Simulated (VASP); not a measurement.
# CO2 (I-42d) in VASP: a series of runs

Aim: see how the results for CO2 move with the level of theory and the settings. Levels: PBE+D3(BJ), LDA. Tasks: relaxation of shape and atoms at fixed volume, relaxation of cell and atoms.

All numbers are computed with VASP 6.6.1; they aren't measurements. Logs are shortened: lines on timing, memory, paths and dates and some standing lists are left out, and cuts for length are marked.

## (1) Starting point

It takes space group I-42d (No. 122, tetragonal). Conventional cell: a = 3.552 Å, b = 3.552 Å, c = 5.918 Å, α = 90.00°, β = 90.00°, γ = 90.00°. C (site symmetry -4) has 4 O at 1.38 Å as nearest neighbours. Around O (site symmetry 2) lie 2 C at 1.38 Å.

## (2) Relaxation of shape and atoms at fixed volume, PBE+D3(BJ) (a relaxed cell with its volume scaled by 1.02)

INCAR

```
SYSTEM = CO2
ALGO = Fast
EDIFF = 1E-7
EDIFFG = -0.01
ENCUT = 600
GGA = PE
IBRION = 2
ISIF = 4
ISMEAR = 0
IVDW = 12
KPAR = 2
LASPH = .True.
LCHARG = .False.
LREAL = .False.
LWAVE = .False.
NELM = 80
NSW = 40
PREC = Accurate
SIGMA = 0.03
```

KPOINTS

```
k-points
0
Gamma
  12 12 12
  0 0 0
```

POSCAR

```
CO2                                     
1.0
   -1.9821288995      1.9821288995      3.0077877342
    1.9821288995     -1.9821288995      3.0077877342
    1.9821288995      1.9821288995     -3.0077877342
  C               O             
     2     4
Direct
     0.0000000000000000    0.0000000000000000    0.0000000000000000
     0.7500000000000000    0.2500000000000000    0.5000000000000000
     0.3750000000000000    0.2927352918150434    0.4177352918150434
     0.7072647081849567    0.1250000000000000    0.0822647081849566
     0.8750000000000000    0.9572647081849567    0.5822647081849567
     0.0427352918150434    0.6250000000000000    0.9177352918150433
```

Potentials or basis: VASP PAW PBE potentials, release 64 (C, O).

The run is started by

```bash
$ cat potpaw_PBE.64/C/POTCAR potpaw_PBE.64/O/POTCAR > POTCAR
$ mpirun -np 2 vasp_std > vasp.out
```

OUTCAR:

```text
SYSTEM = CO2
   EDIFF = 1E-7
   EDIFFG = -0.01
   ENCUT = 600
   GGA = PE
   IBRION = 2
   ISIF = 4
   ISMEAR = 0
   IVDW = 12
   LASPH = .True.
   LREAL = .False.
   NELM = 80
   NSW = 40
   PREC = Accurate
 IVDW          = 12

 ion  position               nearest neighbor table
   1  0.000  0.000  0.000-   3 1.41   6 1.41   5 1.41   4 1.41
   2  0.750  0.250  0.500-   3 1.41   6 1.41   5 1.41   4 1.41
   3  0.375  0.293  0.418-   1 1.41   2 1.41
   4  0.707  0.125  0.082-   1 1.41   2 1.41
   5  0.875  0.957  0.582-   1 1.41   2 1.41
   6  0.043  0.625  0.918-   1 1.41   2 1.41

  LATTYP: Found a body centered tetragonal cell.
 ALAT       =     3.9642577990
 C/A-ratio  =     1.5174531459

  Lattice vectors:

 A1 = (  -1.9821288995,   1.9821288995,   3.0077877342)
 A2 = (   1.9821288995,  -1.9821288995,   3.0077877342)
 A3 = (   1.9821288995,   1.9821288995,  -3.0077877342)

Analysis of symmetry for initial positions (statically):
=====================================================================
 Subroutine PRICEL returns:
 Original cell was already a primitive cell.

 Routine SETGRP: Setting up the symmetry group for a
 body centered tetragonal supercell.

 Subroutine GETGRP returns: Found  8 space group operations
 (whereof  4 operations were pure point group operations)
 out of a pool of 16 trial point group operations.

The static configuration has the point symmetry S_4 .
 The point group associated with its full space group is D_2d.

Analysis of symmetry for dynamics (positions and initial velocities):
=====================================================================
 Subroutine PRICEL returns:
 Original cell was already a primitive cell.

 Routine SETGRP: Setting up the symmetry group for a
 body centered tetragonal supercell.

 Subroutine GETGRP returns: Found  8 space group operations
 (whereof  4 operations were pure point group operations)
 out of a pool of 16 trial point group operations.

The dynamic configuration has the point symmetry S_4 .
 The point group associated with its full space group is D_2d.

 Subroutine INISYM returns: Found  8 space group operations
 (whereof  4 operations are pure point group operations),
 and found     1 'primitive' translations

----------------------------------------------------------------------------------------

                                     Primitive cell

  volume of cell :      47.2684

  direct lattice vectors                    reciprocal lattice vectors
    -1.982128899  1.982128899  3.007787734     0.000000000  0.252254029  0.166235135
     1.982128899 -1.982128899  3.007787734     0.252254029  0.000000000  0.166235135
     1.982128899  1.982128899 -3.007787734     0.252254029  0.252254029  0.000000000

  length of vectors
     4.111503010  4.111503010  4.111503010     0.302102987  0.302102987  0.356741068

  position of ions in fractional coordinates (direct lattice)
     0.000000000  0.000000000  0.000000000
     0.750000000  0.250000000  0.500000000
     0.375000000  0.292735292  0.417735292
     0.707264708  0.125000000  0.082264708
     0.875000000  0.957264708  0.582264708
     0.042735292  0.625000000  0.917735292

  ion indices of the primitive-cell ions
   primitive index   ion index
                 1           1
                 2           2
                 3           3
                 4           4
                 5           5
                 6           6

----------------------------------------------------------------------------------------

 KPOINTS: k-points

Automatic generation of k-mesh.
 Grid dimensions read from file:
 generate k-points for:   12   12   12

 Generating k-lattice:

  Cartesian coordinates                     Fractional coordinates (reciprocal lattice)
     0.000000000  0.021021169  0.013852928     0.083333333  0.000000000 -0.000000000
     0.021021169  0.000000000  0.013852928     0.000000000  0.083333333 -0.000000000
     0.021021169  0.021021169  0.000000000     0.000000000  0.000000000  0.083333333

  Length of vectors
     0.025175249  0.025175249  0.029728422

  Shift w.r.t. Gamma in fractional coordinates (k-lattice)
     0.000000000  0.000000000  0.000000000

 Subroutine IBZKPT returns following result:
 ===========================================

 Found    163 irreducible k-points:

 Following reciprocal coordinates:
            Coordinates               Weight
  0.000000  0.000000  0.000000      1.000000
  0.083333 -0.000000  0.000000      8.000000
  0.166667 -0.000000  0.000000      8.000000
  0.250000  0.000000  0.000000      8.000000
  0.333333 -0.000000  0.000000      8.000000
  0.416667  0.000000  0.000000      8.000000
[... 16 lines left out ...]
  0.500000  0.166667  0.000000     16.000000
 -0.416667  0.166667 -0.000000     16.000000
 [... further k-points ...]
   k-points           NKPTS =    163   k-points in BZ     NKDIM =    163   number of bands    NBANDS=     20
   number of dos      NEDOS =    301   number of ions     NIONS =      6
   total plane-waves  NPLWV =  46656
   dimension x,y,z NGX =    36 NGY =   36 NGZ =   36
   dimension x,y,z NGXF=    72 NGYF=   72 NGZF=   72
   ions per type =               2   4
   NGX,Y,Z   is equivalent  to a cutoff of  14.56, 14.56, 14.56 a.u.
   NGXF,Y,Z  is equivalent  to a cutoff of  29.11, 29.11, 29.11 a.u.
 SYSTEM =  CO2
   PREC   = accura    normal or accurate (medium, high low for compatibility)
   ISTART =      0    job   : 0-new  1-cont  2-samecut
   ICHARG =      2    charge: 1-file 2-atom 10-const
   ISPIN  =      1    spin polarized calculation?
   LNONCOLLINEAR =      F non collinear calculations
   LSORBIT =      F    spin-orbit coupling
   LASPH  =      T    aspherical Exc in radial PAW
   ENCUT  =  600.0 eV  44.10 Ry    6.64 a.u.   8.21  8.21  8.21*2*pi/ulx,y,z
   NELM   =     80;   NELMIN=  2; NELMDL= -5     # of ELM steps
   EDIFF  = 0.1E-06   stopping-criterion for ELM
   LREAL  =      F    real-space projection
   EDIFFG = -.1E-01   stopping-criterion for IOM
   NSW    =     40    number of steps for IOM
   IBRION =      2    ionic relax: 0-MD 1-quasi-New 2-CG
   NFREE  =      1    steps in history (QN), initial steepest desc. (CG)
   ISIF   =      4    stress and relaxation
   ISYM   =      2    0-nonsym 1-usesym 2-fastsym
   POTIM  = 0.5000    time-step for ionic-motion
   TEBEG  =    0.0;   TEEND  =   0.0 temperature during run
   PSTRESS=    0.0 pullay stress
   NELECT =      32.0000    total number of electrons
   NUPDOWN=      -1.0000    fix difference up-down
   EMIN   =  10.00;   EMAX   =-10.00  energy-range for DOS
   EFERMI =   0.00;   METHOD = LEGACY
   ISMEAR =     0;   SIGMA  =   0.03  broadening in eV -4-tet -1-fermi 0-gaus
   EFERMI_NEDOS =   21; number of points for ismear=-14 and -15
   IALGO  =     68    algorithm
   IMIX   =      4    mixing-type and parameters
     AMIX     =   0.40;   BMIX     =  1.00
     AMIX_MAG =   1.60;   BMIX_MAG =  1.00
  volume/ion in A,a.u.               =       7.88        53.16
  Fermi-wavevector in a.u.,A,eV,Ry     =   1.437478  2.716439 28.114299  2.066343
  Thomas-Fermi vector in A             =   2.556551
   LORBIT       =      0    0 simple, 1 ext, 2 COOP (PROOUT), +10 PAW based schemes
   GGA     = PE    functional components
   LHFCALC =     F    Hartree Fock is set to
   AEXX    =    0.0000 exact exchange contribution
   IVDW    =    12    specifies the selected vdW correction
   LEPSILON=     F    determine dielectric tensor
   LRPA    =     F    only Hartree local field effects (RPA)
 conjugate gradient relaxation of ions
 non-spin polarized calculation
 RMM-DIIS sequential band-by-band and
 Gauss-broadening in eV      SIGMA  =   0.03
  energy-cutoff  :      600.00
  volume of cell :       47.27
 maximum number of plane-waves:      1600
 NGX is ok and might be reduce to    36
   NGX = 17   NGY = 17   NGZ = 17

--------------------------------------- Ionic step        1  -------------------------------------------

 number of electron      31.9999995 magnetization

 Free energy of the ion-electron system (eV)
  ---------------------------------------------------
  ext. energy  EPLUGINS =         0.00000000
  ---------------------------------------------------
  free energy    TOTEN  =       -43.44468842 eV

  energy without entropy =      -43.44468842  energy(sigma->0) =      -43.44468842

------------------------ aborting loop because EDIFF is reached ----------------------------------------

 Edisp (eV)   -0.59867

 E8    (eV) :    -0.1531

  FORCE on cell =-STRESS in cart. coord.  units (eV):
  Direction    XX          YY          ZZ          XY          YZ          ZX
  --------------------------------------------------------------------------------------
  -------------------------------------------------------------------------------------
  Total      -1.52748    -1.52748    -1.38479     0.00000     0.00000     0.00000
  in kB     -51.77452   -51.77452   -46.93798     0.00000     0.00000     0.00000
  external pressure =      -50.16 kB  Pullay stress =        0.00 kB
[... 157 lines left out ...]
  energy  without entropy=      -44.0497338107  energy(sigma->0) =      -44.04973381

--------------------------------------- Ionic step        5  -------------------------------------------

 number of electron      31.9999997 magnetization

 Free energy of the ion-electron system (eV)
  ---------------------------------------------------
  ext. energy  EPLUGINS =         0.00000000
  ---------------------------------------------------
  free energy    TOTEN  =       -43.45182063 eV

  energy without entropy =      -43.45182063  energy(sigma->0) =      -43.45182063

 E-fermi :   2.2074     XC(G=0): -11.0314

 val. band max:        2.0608291580   @ k =   0.5000   0.0000   0.0000
 cond. band min:       9.6783633481   @ k =   0.0000   0.0000   0.0000
 fundamental gap:      7.6175341901
 Fermi energy:         2.2074029175

 k-point     1 :       0.0000    0.0000    0.0000
  band No.  band energies     occupation
      1     -21.8396      2.00000
      2     -16.8286      2.00000
      3     -16.8286      2.00000
      4     -16.1455      2.00000
      5     -12.4540      2.00000
      6      -7.5096      2.00000
[... 12 lines left out ...]
     19      11.2174      0.00000
[... 513 lines left out ...]
      4     -16.5685      2.00000
      5     -10.6897      2.00000
      6      -7.9809      2.00000
[... 12 lines left out ...]
     19      11.7010      0.00000
     20      12.2504      0.00000

 [... further k-points ...]

------------------------ aborting loop because EDIFF is reached ----------------------------------------

 Edisp (eV)   -0.59819

 E8    (eV) :    -0.1529

  FORCE on cell =-STRESS in cart. coord.  units (eV):
  Direction    XX          YY          ZZ          XY          YZ          ZX
  --------------------------------------------------------------------------------------
  -------------------------------------------------------------------------------------
  Total      -0.80706    -0.80706    -0.74611     0.00000     0.00000     0.00000
  in kB     -27.35545   -27.35545   -25.28953     0.00000     0.00000     0.00000
  external pressure =      -26.67 kB  Pullay stress =        0.00 kB
[... 21 lines left out ...]
  FREE ENERGIE OF THE ION-ELECTRON SYSTEM (eV)
  ---------------------------------------------------
  free  energy   TOTEN  =       -44.0500133405 eV

  energy  without entropy=      -44.0500133405  energy(sigma->0) =      -44.05001334

 reached required accuracy - stopping structural energy minimisation
```

Wall time 4.9 min (2 MPI ranks of Intel Xeon Platinum 8375C at 2.90GHz (Ice Lake), shared host); peak memory 0.32 GiB.

Results:

- Free energy: -44.0500 eV
- Energy gained by relaxing: 1.1 meV/atom
- Ionic steps: 5
- Pressure after relaxing: -2.7 GPa
- Band gap on the k mesh: 7.62 eV, indirect (least direct gap 8.05 eV)
- Dispersion energy per atom: -0.100 eV

Step by step:
| step | energy change (eV) | largest force (eV/Å) | pressure (GPa) |
| --- | --- | --- | --- |
| 1 | 0.0000 | 0.2646 | -5.02 |
| 2 | -0.0059 | 0.0286 | -2.71 |
| 3 | -0.0060 | 0.0043 | -2.96 |
| 4 | -0.0064 | 0.0025 | -2.89 |
| 5 | -0.0067 | 0.0016 | -2.67 |

Final structure:
```xyz
6
Lattice="-1.9870 1.9870 2.9929 1.9870 -1.9870 2.9929 1.9870 1.9870 -2.9929" Properties=species:S:1:pos:R:3 pbc="T T T"
C     0.0000    0.0000    0.0000
C     0.0000    1.9870    1.4965
O     0.6530    0.9935    0.7482
O    -0.9935    1.3341    2.2447
O     1.3341    0.9935    3.7411
O     2.9806    0.6530   -0.7482
```

A k mesh can miss the band edges.

[end of part 1 of 2]
